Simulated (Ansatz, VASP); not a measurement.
**SnO2 in VASP and in Ansatz**

The input INCAR:

```
SYSTEM = SnO2
  PREC = Accurate
  ENCUT = 520
  EDIFF = 1E-8
  ISMEAR = -1
  SIGMA = 0.03
  LREAL = .False.
  LASPH = .True.
  NELM = 80
  ALGO = Normal
  ISIF = 2
  LWAVE = .False.
  LCHARG = .False.
  GGA = PE
  LEFG = .True.
  NBANDS = 35
```

File KPOINTS:

```
regular mesh
0
Gamma
  4 4 6
  0 0 0
```

File POSCAR:

```
SnO2
1.0
    4.8794705000      0.0000000000      0.0000000000
    0.0000000000      4.8794705000      0.0000000000
    0.0000000000      0.0000000000      3.1864000000
Sn O
2 4
Direct
    0.0000000000      0.0000000000      0.0000000000
    0.5000000000      0.5000000000      0.5000000000
    0.3056200000      0.3056200000      0.0000000000
    0.1943800000      0.8056200000      0.5000000000
    0.6943800000      0.6943800000      0.0000000000
    0.8056200000      0.1943800000      0.5000000000
```

Input for Ansatz:

```yaml
crystal:
  lattice:
    - [4.8794705, 0.0, 0.0]
    - [0.0, 4.8794705, 0.0]
    - [0.0, 0.0, 3.1864]
  atoms:
    - { symbol: Sn, position: [0.0, 0.0, 0.0] }
    - { symbol: Sn, position: [0.5, 0.5, 0.5] }
    - { symbol: O, position: [0.30562, 0.30562, 0.0] }
    - { symbol: O, position: [0.19438, 0.80562, 0.5] }
    - { symbol: O, position: [0.69438, 0.69438, 0.0] }
    - { symbol: O, position: [0.80562, 0.19438, 0.5] }
kpoints:
  mp_grid: { grid: [4, 4, 6] }
scf:
  occupations: { method: fermi_dirac, width: 0.03 }
hamiltonian:
  xc: pbe
  pseudopotentials: { kind: paw }
output:
  forces: true
  stress: true
  eigenvalues: true
  efg: { contact_densities: true }
  write_density: true
  write_potential: true
  elf: true
  volumetric_format: npy
```

Change from the starting cell: equal xx and yy strain of +3 %, PAW files.

Alike in both runs: task electric field gradients; functional PBE; k mesh 4 × 4 × 6; occupations fermi-dirac, width 0.03 eV; no spin polarisation.

```csv
,VASP,Ansatz
version,VASP 6.6.1,Ansatz 0.2.0
potentials or method,"VASP PAW PBE potentials, release 64 (Sn_d, O)","PAW with Ansatz's default frozen-core files, scalar-relativistic"
plane-wave cutoff (eV),520,420
valence electrons in the cell,52,52
```

```csv
,VASP,Ansatz,Ansatz less VASP
pressure (GPa),0.4,-0.1,-0.59
largest component of the traceless stress (GPa),3.55,3.34,-0.213
rms of the force components (eV/Å),0.039,0.049,+0.0106
Vzz of the field gradient on the site that differs most (V/Å²),-61.5,-56.3,+5.22
```

Atom by atom the forces differ by 0.011 eV/Å (rms over components). Ansatz warned: «gradients_without_spin_orbit».

Caveats: spin-orbit coupling is left out, which moves the levels of the heavy elements.
